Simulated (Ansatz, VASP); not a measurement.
# SiC: VASP beside Ansatz

Aim: how closely do two programs agree when they are given the same cell, functional and k mesh?

Calculated with Ansatz 0.2.0; plane waves, with VASP 6.6.1 beside it; single point at r2SCAN.

The database entry behind the starting cell differs from later determinations by our own check (0.1 to 0.3 % short, probably kX units), so it need not match the best structure at ambient conditions.

### Step 1. Starting point

Symmetry: F-43m, No. 216, cubic system. Conventional cell: a = 4.355 Å, b = 4.355 Å, c = 4.355 Å, α = 90.00°, β = 90.00°, γ = 90.00°. Nearest to Si lie 4 C at 1.89 Å. C has 4 Si at 1.89 Å nearest. Farther neighbours are not listed.

As a file:

```cif
data_structure
_symmetry_space_group_name_H-M 'P 1'
_symmetry_Int_Tables_number 1
_cell_length_a 3.0796
_cell_length_b 3.0796
_cell_length_c 3.0796
_cell_angle_alpha 60.000
_cell_angle_beta 60.000
_cell_angle_gamma 60.000
_cell_volume 20.65
loop_
_atom_site_label
_atom_site_type_symbol
_atom_site_fract_x
_atom_site_fract_y
_atom_site_fract_z
_atom_site_occupancy
Si1 Si 0.00000 0.00000 0.00000 1
C2 C 0.25000 0.25000 0.25000 1
```

### Step 2. VASP: single point, r2SCAN

A single point gives forces, pressure and levels at one fixed geometry, so differences don't come from the geometry; what else differs is listed under the comparison.

Lines of VASP's logs that name or quote its potential files are left out, and so is its time.

INCAR

```
SYSTEM = SiC
PREC = Accurate
ENCUT = 520
EDIFF = 1E-06
NELM = 100
ISMEAR = -5
SIGMA = 0.1
LREAL = .FALSE.
ALGO = Normal
METAGGA = R2SCAN
LASPH = .TRUE.
NBANDS = 16
LORBIT = 11
LWAVE = .FALSE.
LCHARG = .FALSE.
KPAR = 2
NEDOS = 2001
```

POSCAR

```
SiC
1.0
    0.0000000000      2.1775792884      2.1775792884
    2.1775792884      0.0000000000      2.1775792884
    2.1775792884      2.1775792884      0.0000000000
Si C
1 1
Direct
    0.0000000000      0.0000000000      0.0000000000
    0.2500000000      0.2500000000      0.2500000000
```

KPOINTS

```
Automatic mesh
0
Gamma
18 18 18
0 0 0
```

The projector-augmented-wave data sets are Si and C (PBE family, release 64).

Run with:

```bash
mpirun -np 2 vasp_std
```

Numbers of over 12 decimals in the logs are rounded to 6 here.

Output:

```text
[banner, memory and clock lines left out]
running    2 mpi-ranks, on    1 nodes
 distrk:  each k-point on    1 cores,    2 groups
 distr:  one band on    1 cores,    1 groups

 POSCAR found type information on POSCAR SiC
 POSCAR found :  2 types and       2 ions
|                                                                             |
|               ----> ADVICE to this user running VASP <----                  |
|                                                                             |
|     You enforced a specific xc type in the INCAR file but a different       |
|     [... a line on the potential file left out ...]
|     I HOPE YOU KNOW WHAT YOU ARE DOING!                                     |
|                                                                             |

 LDA part: xc-table for (None), standard interpolation
 POSCAR, INCAR and KPOINTS ok, starting setup
 FFT: planning ... GRIDC
 FFT: planning ... GRID_SOFT
 FFT: planning ... GRID
 WAVECAR not read
 entering main loop
       N       E                     dE             d eps       ncg     rms          rms(c)
DAV:   1    -0.130578856241E+01   -0.13058E+01   -0.38589E+03  6464   0.435E+02
DAV:   2    -0.218657252608E+02   -0.20560E+02   -0.19765E+02  8464   0.963E+01
DAV:   3    -0.223274359973E+02   -0.46171E+00   -0.46132E+00  7456   0.108E+01
DAV:   4    -0.223284286288E+02   -0.99263E-03   -0.99261E-03  8208   0.663E-01
DAV:   5    -0.223284314858E+02   -0.28570E-05   -0.28570E-05  7472   0.322E-02    0.921E+00
DAV:   6    -0.192860127370E+02    0.30424E+01   -0.39135E+00  7840   0.729E+00    0.493E+00
DAV:   7    -0.193165600922E+02   -0.30547E-01   -0.45517E-01  8288   0.304E+00    0.256E+00
DAV:   8    -0.193269360155E+02   -0.10376E-01   -0.21460E-02  7048   0.826E-01    0.286E-01
DAV:   9    -0.193269753383E+02   -0.39323E-04   -0.38244E-04  8496   0.109E-01    0.116E-01
DAV:  10    -0.193270834533E+02   -0.10811E-03   -0.11471E-04  7456   0.668E-02    0.916E-03
DAV:  11    -0.193270826896E+02    0.76367E-06   -0.25172E-06  8264   0.722E-03
   1 F= -.19327083E+02 E0= -.19327083E+02  d E =0.000000E+00
```

Parts of OUTCAR (step 2):

```text
ion  position               nearest neighbor table
   1  0.000  0.000  0.000-   2 1.89   2 1.89   2 1.89   2 1.89
   2  0.250  0.250  0.250-   1 1.89   1 1.89   1 1.89   1 1.89

  LATTYP: Found a face centered cubic cell.
 ALAT       =     4.3551585768

 Subroutine GETGRP returns: Found 24 space group operations
 (whereof 24 operations were pure point group operations)

The static configuration has the point symmetry T_d .

 Found    195 irreducible k-points:

   k-points           NKPTS =    195   k-points in BZ     NKDIM =    195   number of bands    NBANDS=     16

   dimension x,y,z NGX =    24 NGY =   24 NGZ =   24
   dimension x,y,z NGXF=    48 NGYF=   48 NGZF=   48

   ENCUT  =  520.0 eV  38.22 Ry    6.18 a.u.   5.73  5.73  5.73*2*pi/ulx,y,z

   NELECT =       8.0000    total number of electrons

 k-points in reciprocal lattice and weights: Automatic mesh
   0.00000000  0.00000000  0.00000000       0.000
   0.05555556  0.00000000  0.00000000       0.001
   0.11111111  0.00000000  0.00000000       0.001
   0.16666667  0.00000000  0.00000000       0.001
   0.22222222  0.00000000  0.00000000       0.001
   0.27777778  0.00000000  0.00000000       0.001
   0.33333333  0.00000000  0.00000000       0.001
   0.38888889  0.00000000  0.00000000       0.001
   0.44444444  0.00000000  0.00000000       0.001
[...]
-0.27777778  0.44444444  0.22222222       0.004
  -0.27777778  0.50000000  0.22222222       0.002

 average (electrostatic) potential at core
       1 -83.3014       2 -46.6617

 E-fermi :   8.0096

 k-point     1 :       0.0000    0.0000    0.0000
  band No.  band energies     occupation
      1      -8.1912      2.00000
      2       8.0039      2.00000
      3       8.0039      2.00000
      4       8.0039      2.00000
      5      14.8624      0.00000
      6      15.8673      0.00000
      7      15.8673      0.00000
      8      15.8673      0.00000
      9      23.2247      0.00000
    ...

 k-point     2 :       0.0556    0.0000    0.0000
  band No.  band energies     occupation
      1      -8.1285      2.00000
      2       7.6505      2.00000
      3       7.9586      2.00000
      4       7.9586      2.00000
      5      15.0128      0.00000
      6      15.9258      0.00000
      7      15.9547      0.00000
      8      15.9547      0.00000
      9      22.8341      0.00000
    ...

 k-point     3 :       0.1111    0.0000    0.0000
  band No.  band energies     occupation
      1      -7.9412      2.00000
      2       6.7419      2.00000
      3       7.8340      2.00000
      4       7.8340      2.00000
      5      15.1047      0.00000
      6      16.1771      0.00000
      7      16.1771      0.00000
      8      16.3351      0.00000
      9      22.1585      0.00000
    ...

  Total        0.0003312      0.0003312      0.0003312     -0.0000000     -0.0000000     -0.0000000
  in kB        0.0256987      0.0256987      0.0256987     -0.0000000     -0.0000000     -0.0000000
  external PRESSURE =       0.0256987 kB  Pullay stress =       0.0000000 kB

  energy-cutoff  :      520.00
  volume of cell :       20.65
      direct lattice vectors                 reciprocal lattice vectors
     0.000000000  2.177579288  2.177579288    -0.229612764  0.229612764  0.229612764
     2.177579288  0.000000000  2.177579288     0.229612764 -0.229612764  0.229612764
     2.177579288  2.177579288  0.000000000     0.229612764  0.229612764 -0.229612764

 POSITION                                       TOTAL-FORCE (eV/Angst)
 -----------------------------------------------------------------------------------
      0.00000      0.00000      0.00000        -0.000000     -0.000000     -0.000000
      1.08879      1.08879      1.08879         0.000000      0.000000      0.000000
 -----------------------------------------------------------------------------------
    total drift:                               -0.000001     -0.000001     -0.000001

  FREE ENERGIE OF THE ION-ELECTRON SYSTEM (eV)
  ---------------------------------------------------
  free  energy   TOTEN  =       -19.3270826896 eV

  energy  without entropy=      -19.3270826896  energy(sigma->0) =      -19.32708269

 total charge
# of ion       s       p       d       tot
------------------------------------------
    1        0.702   0.982   0.000   1.684
    2        0.851   1.715   0.000   2.566
--------------------------------------------------
tot          1.553   2.697   0.000   4.250

[... 3 further parts left out ...]
```

The run ends at a pressure of 0.00 GPa.

### Step 3. Ansatz: single point, r2SCAN

Ansatz runs on its default PAW (the set named soft_2) files.

The same cell, functional, mesh and smearing now go to Ansatz, which takes its cutoff from its data sets.

input.yaml

```yaml
crystal:
  lattice:
    - [0.0, 2.1775792884, 2.1775792884]
    - [2.1775792884, 0.0, 2.1775792884]
    - [2.1775792884, 2.1775792884, 0.0]
  atoms:
    - { symbol: Si, position: [0.0, 0.0, 0.0] }
    - { symbol: C, position: [0.25, 0.25, 0.25] }
hamiltonian:
  xc: r2scan
  pseudopotentials: { kind: paw }
kpoints:
  mp_grid: { grid: [18, 18, 18] }
scf:
  occupations: { method: tetrahedron }
output:
  forces: true
  stress: true
```

Run with:

```bash
ansatz run input.yaml --threads 2 --pin off --max-ram 4608MiB --backend cpu --events-out ev --progress --plain --runs-dir out
```

Output:

```text
Warning: output.forces, output.stress, relax.cell or npt_langevin: where a Kohn–Sham band that disperses or a degenerate level is filled in part under the method tetrahedron, the forces or the stress that this run publishes need not agree with its energy (scf.occupations.method in the input reference, under Limitations); prefer a smearing scheme for the forces or the stress
Engine: ansatz 0.2.0, aarch64-unknown-linux-gnu
Pseudopotentials: kind: paw
Pseudopotential: Si, paw, valence charge 4, recommended cutoff 500 eV (meta_gga), Si.paw.azcp
Pseudopotential: C, paw, valence charge 4, recommended cutoff 500 eV (meta_gga), C.paw.azcp
Functional definition: r2SCAN
  parameter k0 = 0.174
  parameter k1 = 0.065
  parameter a1 = 4.9479
  exchange = r2scan_x(k0 = k0, k1 = k1, a1 = a1)
  correlation = r2scan_c
Crystal: 2 atoms, lattice volume = 20.652 Å³
Basis set: ecut = 500 eV, 531 PW (Γ), exchange–correlation on 96×96×96 points (64 copies of the dense FFT grid, shifted against one another)
Bands: 8, of which v1, the nominal top of the filled ones, is band 4 counted from 1 (3 counted from 0)
Symmetry: 24 space group operations
Space group: F-43m (ITA 216), of the structure as read, at distance tolerance 2.7e-5 Å
k-points: 195 of 5832 (time reversal used)
Non-local potential: Si, projectors of the file, l = 0: 2, l = 1: 2, l = 2: 2
Non-local potential: C, projectors of the file, l = 0: 2, l = 1: 2, l = 2: 1
PAW form: soft (Blöchl's): semilocal exchange-correlation on the pseudo side does not see the compensation charge
PAW frozen core: Si, regenerated for the run's functional (the file was generated under x = pbe(κ = 0.804, μ = 0.219515), c = pbe(β = 0.066725))
PAW frozen core: C, regenerated for the run's functional (the file was generated under x = pbe(κ = 0.804, μ = 0.219515), c = pbe(β = 0.066725))
PAW one-centre angular grid: Si, 302 points (default); XC on 160 Gauss nodes
PAW one-centre angular grid: C, 302 points (default); XC on 239 of its mesh's 2573 points in the sphere
Initial density: superposition of atomic densities (neutral atoms: chi_scale 0, normalization atom), corrected by the library's trained network
Initial wavefunctions: pseudopotential atomic-orbital guess
Functional: x = r2scan, c = r2scan; τ floored in thin density (d = 2e-4 eV/Å³)
SCF iter   1: F=—  HF=-891.289659 eV  |F-HF|=—  |Δ(HF+E_count)|=         —  Δρ=5.86e-3  dr2=4.77e-3  dr2_τ=1.95e-1  ethr=1.77e-3  ⟨swp⟩=6.2  Hψ=13816  notcnv=0
preconditioner: auto → none  [insulator: Δε(μ)=1.659 eV  Ē_g=15.018 eV  n_scr=0 (ndim 8)  ℏωp=23.1 eV  f_vac=0.000  ε∞_Penn≈3.4]
SCF iter   2: F=—  HF=-891.334039 eV  |F-HF|=—  |Δ(HF+E_count)|=   4.44e-2  Δρ=3.99e-3  dr2=1.78e-3  dr2_τ=3.46e-5  ethr=5.96e-5  ⟨swp⟩=2.3  Hψ=4761  notcnv=0
SCF iter   3: F=—  HF=-891.334000 eV  |F-HF|=—  |Δ(HF+E_count)|=   3.92e-5  Δρ=1.10e-3  dr2=2.10e-4  dr2_τ=5.16e-6  ethr=2.23e-5  ⟨swp⟩=2.5  Hψ=3030  notcnv=0
SCF iter   4: F=—  HF=-891.334025 eV  |F-HF|=—  |Δ(HF+E_count)|=   2.50e-5  Δρ=1.17e-4  dr2=2.39e-6  dr2_τ=5.83e-7  ethr=2.63e-6  ⟨swp⟩=2.3  Hψ=3049  notcnv=0
SCF iter   5: F=—  HF=-891.334025 eV  |F-HF|=—  |Δ(HF+E_count)|=   6.93e-7  Δρ=5.37e-5  dr2=4.84e-7  dr2_τ=2.43e-8  ethr=2.98e-8  ⟨swp⟩=2.0  Hψ=3052  notcnv=0
SCF iter   6: F=-891.334025 eV  HF=-891.334025 eV  |F-HF|=1.41e-8  |Δ(HF+E_count)|=   6.29e-8  Δρ=2.42e-5  dr2=9.79e-8  dr2_τ=7.39e-10  ethr=1.25e-9  ⟨swp⟩=4.1  Hψ=4691  notcnv=0
SCF 1 converged in 6 iterations: F = -891.334025 eV  dr2 = 9.79e-8
  greatest PAW one-centre occupation: 0.659 electrons in one spin orbital (limit 2), on the C atom at site 1 (counted from 0), in its partial waves of l = 0
SCF converged after 6 iterations
Stability not checked: this state was not tested for a lower state beside it, because cold or Methfessel-Paxton smearing, or corrected tetrahedra, fill the levels in a way that the test cannot read (fill_not_monotonic; see scf.lower_state_search)
Free energy (F): -891.334025 eV
Harris-Foulkes:  -891.334025 eV  (|F-HF|=1.41e-8)
Internal energy: -891.334025 eV  (E = F + TS)
E sigma→0 (E₀):  -891.334025 eV
Fermi energy:    9.385811 eV
--- Per-component energies (eV) ---
  E_band       = 25.623749
  E_kinetic    = 136.079905
  E_local      = -103.505715  (includes V_loc(G=0)·N_el)
  E_nonlocal   = 50.381898
  E_hartree    = 32.450533
  E_xc         = -101.372926
  E_vxc        = -118.657703  (∫ρ·V_xc dr)
  E_paw        = -620.296940  (= ΣΔE_a)
  E_vpaw       = -9.147256  (= ΣTr[D̂ρ^β])
  E_aug_tail   = 0.000008  (compensation charges beyond the density's cutoff)
  E_vtau       = 5.569466  (kinetic-family band-sum trace: ∫τ·v_τ [+ j·A + Jᵃ·Aᵃ] dr)
  E_ewald      = -284.969581
  E_core_change = -0.101207  (= ΣΔE_core)
  E_smearing   = -0.000000  (= −TS)
  E_closure    = 0.000000  (closes the sum)
  Σ components = -891.334025   (vs F -891.334025, Δ=0.00e0)
--- Forces (eV/Å), atoms counted from 1 ---
  atom   1  Si     0.00000000     0.00000000     0.00000000
  atom   2  C     -0.00000000     0.00000000     0.00000000
  max |Σ_I F_I| component: 2.22e-16 eV/Å
--- Stress (GPa, compression-positive) ---
        0.183916       0.000000       0.000000
       -0.000000       0.183916       0.000000
       -0.000000       0.000000       0.183916
  P = ⅓ Tr σ = 0.1839 GPa (1.839 kbar)
--- Band table (eV; the first three rows and the last of 195) ---
  k-point 0: bands = ["-6.8101", "9.3858", "9.3858", "9.3858", "16.2119", "17.2508", "17.2508", "17.2508"]
  k-point 1: bands = ["-6.7473", "9.0320", "9.3405", "9.3405", "16.3646", "17.3073", "17.3378", "17.3378"]
  k-point 2: bands = ["-6.5600", "8.1227", "9.2162", "9.2162", "16.4662", "17.5592", "17.5592", "17.7071"]
  k-point 194: bands = ["-1.5010", "2.1034", "4.2676", "4.6043", "14.9169", "18.8106", "19.7276", "20.6819"]
```

It took 6.2 s on 2 threads of Arm Neoverse N1, shared host; peak memory 0.39 GiB.

The run ends at a pressure of 0.18 GPa.

### Step 4. Differences

Known differences besides the potentials themselves: VASP keeps PBE cores, Ansatz makes them for the functional; the cutoff is 500 eV in Ansatz and 520 eV in VASP. Total energies have different zeros and are not compared.

The two programs side by side:

```csv
quantity,Ansatz,VASP,difference
pressure (GPa),0.18,0.00,+0.18
gap on the k mesh (eV),1.713,1.724,-0.011
```

A gap on the mesh is an upper bound, since the band edges may lie between its points.

### Step 5. Other set-ups

Further runs change the set-up of one program: Ansatz's method, potentials or start, or VASP's data sets, cutoff or form of LDA. The table gives Ansatz less VASP for each quantity, since a change that brings one quantity closer may part another.

```csv
run,pressure (GPa),gap on the k mesh (eV)
as above,0.18,-0.011
Ansatz's all-electron LAPW method,0.24,-0.0017
```

### Step 6. Summary of results

```json
{"difference in gap on the k mesh (single point, r2SCAN)": "-0.011 eV"}
```

In words: The difference in gap on the k mesh is -0.011 eV (single point, r2SCAN), within the 0.08 eV picked in this series as the mark of a large difference. Single point, r2SCAN, Ansatz's all-electron LAPW method: the difference in pressure goes from 0.18 to 0.24 GPa; the difference in gap on the k mesh goes from -0.011 to -0.0017 eV. How closely two codes agree says nothing of how well the functional describes the real material.

[Lines on the potential files, build, host, timing and source positions are cut from VASP's logs without a mark.]

[Logs are printed without paths, hosts, clocks, repeated set-up lines and the standing remarks that a program may print on its own settings, such as how far it seeks lower states.]

[Hosts, paths, dates, database ids (printed as entryN), source tags and the programs' standing remarks are cut or masked in the printed files.]
